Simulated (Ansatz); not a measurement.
The system is MnO.

```
Mn O
1.0
     0.00000    2.22391    2.22391
     2.22391    0.00000    2.22391
     2.22391    2.22391    0.00000
Mn O
1 1
Cartesian
  0.0000 0.0000 0.0000
  2.2239 2.2239 2.2239
```

The cell is a database's computed one.

Program: Ansatz 0.2.0. Alike in all runs: task band structure; potentials or basis all-electron LAPW, scalar-relativistic; spin collinear, ferromagnetic start; cell as given; k mesh 10 × 10 × 10; cutoff (eV) 324; smearing fermi-dirac 0.05 eV; basis error allowed 0.001 eV/atom.

Order these runs on this cell by their pressure, lowest first.
A. level LDA
B. level PBE
C. level PBEsol

A (-16.6 GPa), C (-7.1 GPa), B (0.1 GPa).

Caveats: a cell with one magnetic atom can't hold antiferromagnetic order, which such compounds often take.
